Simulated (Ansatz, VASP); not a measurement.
**Si2Ni: VASP beside Ansatz**

File INCAR:

```
SYSTEM = Si2Ni
AGGAC = 1.0
AGGAX = 1.0
ALDAC = 0.0
ALDAX = 1.0
ALGO = Normal
EDIFF = 1E-6
ENCUT = 520
GGA = B5
ISIF = 2
ISMEAR = -1
ISPIN = 2
LASPH = .TRUE.
LCHARG = .FALSE.
LMAXMIX = 4
LORBIT = 11
LREAL = .FALSE.
LWAVE = .FALSE.
MAGMOM = 1 0 0
NBANDS = 20
NELM = 150
PREC = Accurate
SIGMA = 0.05
```

The input KPOINTS:

```
k-points
0
G
  5 5 5
  0 0 0
```

POSCAR

```
Si2Ni
1.0
    0.0000000000      2.7030000000      2.7030000000
    2.7030000000      0.0000000000      2.7030000000
    2.7030000000      2.7030000000      0.0000000000
Ni Si
1 2
Direct
    0.0000000000      0.0000000000      0.0000000000
    0.7500000000      0.7500000000      0.7500000000
    0.2500000000      0.2500000000      0.2500000000
```

input.yaml

```yaml
crystal:
  lattice:
    - [0.0, 2.703, 2.703]
    - [2.703, 0.0, 2.703]
    - [2.703, 2.703, 0.0]
  atoms:
    - { symbol: Ni, position: [0.0, 0.0, 0.0], spin: 1.0 }
    - { symbol: Si, position: [0.75, 0.75, 0.75] }
    - { symbol: Si, position: [0.25, 0.25, 0.25] }
hamiltonian:
  xc: blyp
  pseudopotentials: { kind: paw }
magnetization:
  spin_polarized: true
kpoints:
  mp_grid: { grid: [5, 5, 5] }
  band_path:
    path:
      - [[0.0, 0.0, 0.0], [0.5, 0.0, 0.5], [0.5, 0.25, 0.75], [0.375, 0.375, 0.75], [0.0, 0.0, 0.0], [0.5, 0.5, 0.5], [0.625, 0.25, 0.625], [0.5, 0.25, 0.75], [0.5, 0.5, 0.5], [0.375, 0.375, 0.75]]
      - [[0.625, 0.25, 0.625], [0.5, 0.0, 0.5]]
    npoints: 14
scf:
  occupations: { method: fermi_dirac, width: 0.05 }
  n_extra_bands: 7
output:
  forces: true
  stress: true
  eigenvalues: true
  fatbands: false
  write_density: true
  write_potential: true
  elf: true
  volumetric_format: npy
```

Alike in both runs: functional BLYP; k mesh 5 × 5 × 5; occupations fermi-dirac, width 0.05 eV; collinear spin.

|  | VASP | Ansatz |
| --- | --- | --- |
| version | VASP 6.6.1 | Ansatz 0.2.0 |
| potentials or method | VASP PAW PBE potentials, release 64 (Ni, Si) | Ansatz PAW |
| plane-wave cutoff (eV) | 520 | 420 |
| valence electrons in the cell | 18 | 26 |
| task | single point | band structure |

Ansatz gave:

| Property | Result |
| --- | --- |
| gap on the k mesh at the Fermi level (eV) | none |
| pressure (GPa) | 10.8 |
| net moment per atom (μB) | 0.00 |

Q: Which values does VASP return?

A: gap on the k mesh at the Fermi level (eV): none; pressure (GPa): 11.3; net moment per atom (μB): 0.00.

A gap of «none» marks a metal or a gap that the smearing closes. The two sets of potentials don't hold the same shells in valence.

Caveats: the k mesh is coarse (spacing up to 0.40 Å⁻¹), so the values aren't converged; the PAW data sets were made with another functional, which shifts forces and pressure a little (VASP); the PAW data sets come from PBE, with cores solved anew for the run's functional, which leaves a small shift of forces and pressure (Ansatz); the starting moments weren't kept (Ansatz).
